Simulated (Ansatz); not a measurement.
# Sn (bcc)

Computed with Ansatz (plane waves, PAW, 420 eV cutoff): HSE06, scalar-relativistic, no spin polarisation, Γ-centred 8×8×8 mesh, 0.05 eV Gaussian smearing. The datasets are Ansatz's generated set soft_2.

```
Sn
1.0
    -1.88372    1.88372    1.88372
     1.88372   -1.88372    1.88372
     1.88372    1.88372   -1.88372
Sn
1
Direct
  0.00000 0.00000 0.00000
```

At room temperature and ambient pressure Sn takes another structure.

At this volume the pressure is -0.12 GPa; it isn't quite the equilibrium of this level of theory.

Path: Γ–H–N–Γ–P–H | P–N, with Γ = (0.000, 0.000, 0.000), H = (0.500, -0.500, 0.500), N = (0.000, 0.000, 0.500), P = (0.250, 0.250, 0.250) in reciprocal vectors of the calculation's cell.

Bands as a text map, energy in eV from the Fermi level (dashes), each leg drawn with the same width:
```
  2.86 |  *   **         *      * 
  2.57 |  *                *      
  2.29 |                       *  
  2.00 |                          
  1.71 |          *               
  1.43 |                          
  1.14 |     **       *           
  0.86 |                       *  
  0.57 |   *           *          
  0.29 |   *                  *   
  0.00 |-----*--------------------
 -0.29 |                          
 -0.57 |    *               *     
 -0.86 |                      *   
 -1.14 |                          
 -1.43 |                   *      
 -1.71 |     *          *    *    
 -2.00 |               *          
 -2.29 |    *    *          *     
 -2.57 |                 **       
 -2.86 |                          
 -3.14 |                      *   
 -3.43 |      *                   
 -3.71 |                          
 -4.00 |     *                    
 -4.29 |                   *   *  
 -4.57 |       *                  
 -4.86 |                        * 
        Γ   H   N   Γ   P   HP   N
```

(1) By these bands, is it a metal or an insulator, and if it has a gap, where are the band edges on this path?

Answer:

(1) A metal: bands cross the Fermi level.

It took of the order of 7 core-minutes on a shared host.

Pressures of hybrids are less tightly converged. For a metal under a hybrid functional this mesh is coarse.
